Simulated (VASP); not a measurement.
SiC in VASP 6.6.1, relaxation

INCAR

```
GGA = CA
ENCUT = 600
ISIF = 3
NSW = 40
IBRION = 2
LCHARG = .FALSE.
LREAL = .FALSE.
LWAVE = .FALSE.
PREC = Accurate
ALGO = VeryFast
NELM = 120
EDIFFG = -5E-3
NBANDS = 11
ISMEAR = -1
LASPH = .TRUE.
EDIFF = 1E-7
SIGMA = 0.02
```

KPOINTS

```
KPOINTS created by Atomic Simulation Environment
0
Gamma
10 10 10
0 0 0
```

POSCAR

```
Si C
 1.0000000000000000
     0.0000000000000000    2.1897788108572280    2.1897788108572280
     2.1897788108572280   -0.0000000000000000    2.1897788108572280
     2.1897788108572280    2.1897788108572280   -0.0000000000000000
 Si  C
   1   1
Cartesian
 -0.0000000000000000  0.0000000000000000 -0.0000000000000000
  1.0948894054286140  1.0948894054286140  1.0948894054286140
```

The recommended LDA PAW datasets give the neutral cell 8 valence electrons.

Command

```
mpirun -np 1 vasp_std
```

OSZICAR

```
N       E                     dE             d eps       ncg     rms          rms(c)
RMM:   1     0.286282792399E+02    0.28628E+02   -0.19568E+03   517   0.505E+02
RMM:   2    -0.681040433452E+01   -0.35439E+02   -0.30458E+02   517   0.105E+02
RMM:   3    -0.164690119741E+02   -0.96586E+01   -0.58576E+01   517   0.411E+01
RMM:   4    -0.183470599678E+02   -0.18780E+01   -0.10823E+01   517   0.211E+01
RMM:   5    -0.185749069578E+02   -0.22785E+00   -0.16797E+00   517   0.824E+00
RMM:   6    -0.186112916216E+02   -0.36385E-01   -0.28092E-01   517   0.345E+00
RMM:   7    -0.186168797757E+02   -0.55882E-02   -0.48448E-02   517   0.141E+00
RMM:   8    -0.186178387179E+02   -0.95894E-03   -0.85361E-03   517   0.590E-01
RMM:   9    -0.186179988871E+02   -0.16017E-03   -0.15090E-03  1034   0.248E-01
RMM:  10    -0.186180348198E+02   -0.35933E-04   -0.34889E-04  1034   0.116E-01
...
       N       E                     dE             d eps       ncg     rms          rms(c)
RMM:   1    -0.166521992021E+02   -0.25543E-01   -0.22452E-01  1034   0.351E+00    0.543E-01
RMM:   2    -0.166474186804E+02    0.47805E-02   -0.11569E-02  1034   0.960E-01    0.347E-01
RMM:   3    -0.166456851803E+02    0.17335E-02   -0.17536E-03  1034   0.319E-01    0.768E-02
RMM:   4    -0.166455678469E+02    0.11733E-03   -0.14969E-04  1034   0.904E-02    0.397E-02
RMM:   5    -0.166455425752E+02    0.25272E-04   -0.46555E-05  1034   0.444E-02    0.184E-02
RMM:   6    -0.166455425358E+02    0.39360E-07   -0.58987E-06  1034   0.188E-02    0.579E-03
RMM:   7    -0.166455415053E+02    0.10305E-05   -0.13410E-06  1034   0.781E-03    0.238E-03
RMM:   8    -0.166455414949E+02    0.10389E-07   -0.27988E-07  1003   0.379E-03
   3 F= -.16645541E+02 E0= -.16645541E+02  d E =-.162486E-01
```

Standard output (part)

```
POSCAR found type information on POSCAR SiC
 POSCAR found :  2 types and       2 ions
 LDA part: xc-table for (Slater(with rela. corr.)+CA(PZ))
 , standard interpolation
 POSCAR, INCAR and KPOINTS ok, starting setup
 WAVECAR not read
 entering main loop
 curvature:   0.00 expect dE= 0.000E+00 dE for cont linesearch  0.000E+00
 search vector abs. value=  0.653E-01
 bond charge predicted
 trial-energy change:    0.002637  1 .order    0.004118   -0.065342    0.073577
 bond charge predicted
 curvature:  -0.23 expect dE=-0.770E-06 dE for cont linesearch -0.770E-06
 trial: gam=-0.00703 g(F)=  0.606E-48 g(S)=  0.328E-05 ort = 0.463E-03 (trialstep = 0.897E+00)
 search vector abs. value=  0.265E-09
 reached required accuracy - stopping structural energy minimisation
```

From OUTCAR

```
k-points           NKPTS =     47   k-points in BZ     NKDIM =     47   number of bands    NBANDS=     11

   NELECT =       8.0000    total number of electrons

   dimension x,y,z NGX =    28 NGY =   28 NGZ =   28
   dimension x,y,z NGXF=    56 NGYF=   56 NGZF=   56

  energy-cutoff  :      600.00
  volume of cell :       20.31
      direct lattice vectors                 reciprocal lattice vectors
    -0.000000000  2.165368741  2.165368741    -0.230907554  0.230907554  0.230907554
     2.165368741 -0.000000000  2.165368741     0.230907554 -0.230907554  0.230907554
     2.165368741  2.165368741 -0.000000000     0.230907554  0.230907554 -0.230907554

 k-points in reciprocal lattice and weights: KPOINTS created by Atomic Simulation Env
   0.00000000  0.00000000  0.00000000       0.001
   0.10000000  0.00000000  0.00000000       0.008
   0.20000000  0.00000000  0.00000000       0.008
   0.30000000  0.00000000  0.00000000       0.008
   0.40000000  0.00000000  0.00000000       0.008
   0.50000000  0.00000000  0.00000000       0.004
   0.10000000  0.10000000  0.00000000       0.006
   0.20000000  0.10000000  0.00000000       0.024
   ...

 E-fermi :   8.6367

 k-point     1 :       0.0000    0.0000    0.0000
  band No.  band energies     occupation
      1      -7.1870      2.00000
      2       8.2761      2.00000
      3       8.2761      2.00000
      4       8.2761      2.00000
      5      14.7899      0.00000
      6      15.5994      0.00000
      7      15.5994      0.00000
      8      15.5994      0.00000
      9      22.8464      0.00000
     10      24.7759      0.00000
     11      25.4178      0.00000

 k-point     2 :       0.1000    0.0000    0.0000
  band No.  band energies     occupation
      1      -6.9880      2.00000
      2       7.2756      2.00000
      3       8.1412      2.00000
      4       8.1412      2.00000
      5      14.9627      0.00000
      6      15.8442      0.00000
      7      15.8442      0.00000
      8      15.9347      0.00000
      9      21.8690      0.00000
     10      21.8690      0.00000
     11      24.5405      0.00000

 k-point     3 :       0.2000    0.0000    0.0000
  band No.  band energies     occupation
      1      -6.3993      2.00000
      2       5.1485      2.00000
      3       7.8321      2.00000
      4       7.8321      2.00000
      5      14.6045      0.00000
      6      16.2001      0.00000
      7      16.2001      0.00000
      8      17.1543      0.00000
      9      21.1913      0.00000
     10      21.1913      0.00000
     11      23.6397      0.00000

 k-point     4 :       0.3000    0.0000    0.0000
  band No.  band energies     occupation
      1      -5.4541      2.00000
      2       2.8084      2.00000
      3       7.5143      2.00000
      4       7.5143      2.00000
      5      14.1924      0.00000
      6      16.0460      0.00000
      7      16.0460      0.00000
      8      18.0679      0.00000
      9      22.0221      0.00000
     10      22.0221      0.00000
     11      23.3987      0.00000

 k-point     5 :       0.4000    0.0000    0.0000
  band No.  band energies     occupation
      1      -4.2721      2.00000
      2       0.7088      2.00000
      3       7.2945      2.00000
      4       7.2945      2.00000
      5      13.9270      0.00000
      6      15.6548      0.00000
      7      15.6548      0.00000
      8      18.3080      0.00000
      9      23.9564      0.00000
     10      23.9564      0.00000
     11      23.9861      0.00000

 ...

  Total       -0.0067314     -0.0067314     -0.0067314     -0.0000000     -0.0000000      0.0000000
  in kB       -0.5311169     -0.5311169     -0.5311169     -0.0000000     -0.0000000      0.0000000
  external PRESSURE =      -0.5311169 kB  Pullay stress =       0.0000000 kB

 POSITION                                       TOTAL-FORCE (eV/Angst)
 -----------------------------------------------------------------------------------
      0.00000      0.00000     -0.00000        -0.000000     -0.000000     -0.000000
      1.08268      1.08268      1.08268         0.000000      0.000000      0.000000
 -----------------------------------------------------------------------------------
    total drift:                               -0.000000     -0.000000     -0.000000

  FREE ENERGIE OF THE ION-ELECTRON SYSTEM (eV)
  ---------------------------------------------------
  free  energy   TOTEN  =       -16.6455414949 eV

  energy  without entropy=      -16.6455414949  energy(sigma->0) =      -16.64554149
```

```tsv
ionic step	ΔE (meV/atom)	volume (Å³)	largest force (eV/Å)	pressure (GPa)	electronic steps
1	0.0	21.00	0.000	-7.25	20
2	1.3	19.59	0.000	8.75	8
3	-8.1	20.31	0.000	-0.05	8
```

It converged. Results: relaxed cell vector lengths 3.062, 3.062, 3.062 Å; relaxed cell volume 20.31 Å³.

For comparison, a separate LDA relaxation on usual settings, not on those above, ends at 20.31 Å³.

The run above took about 41 s on one core of a shared host (Intel Xeon Platinum 8488C) and held 0.14 GiB at most.
